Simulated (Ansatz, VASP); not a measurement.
# VClO: VASP beside Ansatz, part 3 of 3

Aim: how closely do two programs agree when they are given the same cell, functional and k mesh?

VASP 6.6.1 and Ansatz 0.2.0.

So far. Step 2 (VASP: single point, PBEsol, DFT+U): The run ends at a pressure of 3.03 GPa, with forces up to 0.24 eV/Å. Step 3 (Ansatz: single point, PBEsol, DFT+U): The run ends at a pressure of 1.39 GPa, with forces up to 0.14 eV/Å.

**8. VASP: zone-centre phonons, LDA, DFT+U**

Level of this step: LDA, DFT+U (V d 3.25 eV), spin-polarised from a ferromagnetic start; plane waves and PAW (V_sv, Cl, O) (VASP).

Second derivatives magnify differences that forces hide, and they need a tight electronic threshold.

INCAR reads:

```
SYSTEM = VClO
PREC = Accurate
ENCUT = 520
EDIFF = 1E-08
NELM = 100
ISMEAR = 0
SIGMA = 0.03
LREAL = .FALSE.
ALGO = Normal
GGA = CA
NBANDS = 35
ISPIN = 2
MAGMOM = 2 2 0 0 0 0
LDAU = .TRUE.
LDAUTYPE = 2
LDAUL = 2 -1 -1
LDAUU = 3.25 0 0
LDAUJ = 0 0 0
LDAUPRINT = 1
LASPH = .TRUE.
LMAXMIX = 4
LORBIT = 11
LWAVE = .FALSE.
LCHARG = .FALSE.
KPAR = 4
IBRION = 6
NFREE = 2
POTIM = 0.015
NSW = 1
ISIF = 2
```

POSCAR reads:

```
VClO
1.0
    3.3000000000      0.0000000000      0.0000000000
    0.0000000000      3.7800000000      0.0000000000
    0.0000000000      0.0000000000      7.9100000000
V Cl O
2 2 2
Direct
    0.5000000000      0.0000000000      0.8854425609
    0.0000000000      0.5000000000      0.1145574391
    0.0000000000      0.0000000000      0.6718496883
    0.5000000000      0.5000000000      0.3281503117
    0.0000000000      0.0000000000      0.0453279346
    0.5000000000      0.5000000000      0.9546720654
```

KPOINTS reads:

```
Automatic mesh
0
Gamma
6 6 4
0 0 0
```

Potentials, in the order of the species: V_sv, Cl and O (LDA family, release 64).

Command:

```console
> mpirun -np 4 vasp_std
```

Numbers of over 12 decimals in the logs are rounded to 6 here.

Output:

```text
[... set-up lines as in an earlier step ...]
 entering main loop
       N       E                     dE             d eps       ncg     rms          rms(c)
DAV:   1     0.621857908302E+03    0.62186E+03   -0.28630E+04  7064   0.147E+03
DAV:   2     0.614976883718E+01   -0.61571E+03   -0.59159E+03  7281   0.443E+02
DAV:   3    -0.476282667529E+02   -0.53778E+02   -0.52812E+02  7952   0.133E+02
DAV:   4    -0.489094098939E+02   -0.12811E+01   -0.12763E+01  8157   0.199E+01
[...]
DAV:  17    -0.421890136767E+02   -0.32905E-06   -0.96858E-07  7789   0.558E-03    0.565E-03
DAV:  18    -0.421890139611E+02   -0.28440E-06   -0.69771E-07  7594   0.612E-03    0.153E-03
DAV:  19    -0.421890139675E+02   -0.63546E-08   -0.68730E-08  6705   0.218E-03
   1 F= -.42189014E+02 E0= -.42189014E+02  d E =-.812587E-58  mag=     4.0000
[... from here on, the cycles between the ionic steps are left out ...]
   2 F= -.42187628E+02 E0= -.42187628E+02  d E =-.647156E-58  mag=     4.0000
  14 F= -.42187981E+02 E0= -.42187981E+02  d E =-.335728E-58  mag=     4.0000
  15 F= -.42187980E+02 E0= -.42187980E+02  d E =-.339692E-58  mag=     4.0000
  16 F= -.42187176E+02 E0= -.42187176E+02  d E =-.499765E-57  mag=     4.0000
  17 F= -.42187176E+02 E0= -.42187176E+02  d E =-.917324E-58  mag=     4.0000
  18 F= -.42187810E+02 E0= -.42187810E+02  d E =-.135864E-44  mag=     4.0000
  19 F= -.42187791E+02 E0= -.42187791E+02  d E =-.185055E-53  mag=     4.0000
 Finite differences progress:
  Degree of freedom:   9/  9
  Displacement:        2/  2
  Total:              18/ 18
```

OUTCAR, selected parts (step 8):

```text
  FREE ENERGIE OF THE ION-ELECTRON SYSTEM (eV)
  ---------------------------------------------------
  free  energy   TOTEN  =       -42.1877908595 eV

  energy  without entropy=      -42.1877908595  energy(sigma->0) =      -42.18779086

 magnetization (x)
# of ion       s       p       d       tot
------------------------------------------
    1        0.017   0.012   1.859   1.888
    2        0.017   0.012   1.859   1.888
    3       -0.000  -0.011   0.000  -0.011
    4       -0.000  -0.011   0.000  -0.011
    5       -0.003  -0.005   0.000  -0.009
    6       -0.003  -0.005   0.000  -0.009
--------------------------------------------------
tot          0.028  -0.008   3.718   3.737

[... 1 part as in an earlier step ...]
```

**9. Ansatz: zone-centre phonons, LDA, DFT+U**

The same cell, functional (in two slightly different forms), mesh and smearing now go to Ansatz, which takes its cutoff from its data sets.

input.yaml reads:

```yaml
crystal:
  lattice:
    - [3.3, 0.0, 0.0]
    - [0.0, 3.78, 0.0]
    - [0.0, 0.0, 7.91]
  atoms:
    - { symbol: V, position: [0.5, 0.0, 0.8854425609], spin: 2.0 }
    - { symbol: V, position: [0.0, 0.5, 0.1145574391], spin: 2.0 }
    - { symbol: Cl, position: [0.0, 0.0, 0.6718496883] }
    - { symbol: Cl, position: [0.5, 0.5, 0.3281503117] }
    - { symbol: O, position: [0.0, 0.0, 0.0453279346] }
    - { symbol: O, position: [0.5, 0.5, 0.9546720654] }
hamiltonian:
  xc: lda
  pseudopotentials: { kind: paw }
  hubbard: { sites: [{ species: V, l: d, u_eff: 3.25 }] }
magnetization:
  spin_polarized: true
kpoints:
  mp_grid: { grid: [6, 6, 4] }
scf:
  occupations: { method: gaussian, width: 0.03 }
phonons:
  method: dfpt
  qpoints: [[0, 0, 0]]
```

Command:

```console
> ansatz run input.yaml --threads 4 --pin off --max-ram 9216MiB --backend cpu --events-out ev --progress --plain --runs-dir out
```

Output:

```text
[...]
Crystal: 6 atoms, lattice volume = 98.669 Å³
Basis set: ecut = 420 eV, 1957 PW (Γ), exchange–correlation on 48×60×108 points (8 copies of the dense FFT grid, shifted against one another)
Bands: 34, of which v1, the nominal top of the filled ones, is band 26 counted from 1 (25 counted from 0)
Symmetry: 8 space group operations
[...]
k-points: 48 of 144
[...]
--- Phonons (arbitrary-q DFPT): 1 explicit q-point ---
  q = [0, 0, 0] (of the zone-centre solve; hermiticity 2.90e-7, symmetrization 2.27e-14): -0.00 0.00 0.00 81.91 99.31 136.01 189.98 207.79 243.51 271.97 323.18 379.94 391.26 398.53 440.20 458.65 518.87 572.78
  sum rule: each row above includes the acoustic sum rule's correction from the zone centre's row sums; it moved no ω² by more than (0.90 cm⁻¹)²
[key lines of the parts left out:]
SCF converged after 6 iterations
Magnetization: 4.0000 μB (28.0000 up, 24.0000 down)
Free energy (F): -8920.833008 eV
Fermi energy:    6.878244 eV
```

It took 2.8 min on 4 threads of Arm Neoverse V2, shared host; peak memory 3.1 GiB.

**10. Comparison**

What differs besides the data sets and the points named for the pairs above, as far as they apply: VASP uses finite displacements, Ansatz perturbation theory. Total energies have different zeros and are not compared.

Compared:

```
      quantity  Ansatz   VASP  difference
 mode 4 (cm⁻¹)    81.9   81.2     +0.90 %
 mode 5 (cm⁻¹)    99.3   98.2     +1.12 %
 mode 6 (cm⁻¹)   136.0  131.8     +3.18 %
 mode 7 (cm⁻¹)   190.0  189.8     +0.11 %
 mode 8 (cm⁻¹)   207.8  209.9     -1.02 %
 mode 9 (cm⁻¹)   243.5  250.3     -2.70 %
mode 10 (cm⁻¹)   272.0  282.3     -3.64 %
mode 11 (cm⁻¹)   323.2  328.3     -1.57 %
mode 12 (cm⁻¹)   379.9  380.4     -0.12 %
mode 13 (cm⁻¹)   391.3  392.7     -0.36 %
mode 14 (cm⁻¹)   398.5  405.8     -1.79 %
mode 15 (cm⁻¹)   440.2  471.5     -6.64 %
mode 16 (cm⁻¹)   458.6  497.3     -7.78 %
mode 17 (cm⁻¹)   518.9  519.2     -0.07 %
mode 18 (cm⁻¹)   572.8  618.1     -7.34 %
```

**11. What came out**

```
difference in moment on V1 (single point, PBEsol, DFT+U)         : -0.37 μB
difference in moment on V1 (relaxation of the atoms, LDA, DFT+U) : -0.36 μB
difference in mode 16 (zone-centre phonons, LDA, DFT+U)          : -7.8 %
```

In words: The difference in mode 16 is -7.8 % (zone-centre phonons, LDA, DFT+U), beyond the 3 % picked in this series as the mark of a large difference. How closely two codes agree says nothing of how well the functional describes the real material.

[Lines on the potential files, build, host, timing and source positions are cut from VASP's logs without a mark.]

[Logs are printed without paths, hosts, clocks, repeated set-up lines and the standing remarks that a program may print on its own settings, such as how far it seeks lower states.]

[Hosts, paths, dates, database ids (printed as entryN), source tags and the programs' standing remarks are cut or masked in the printed files.]
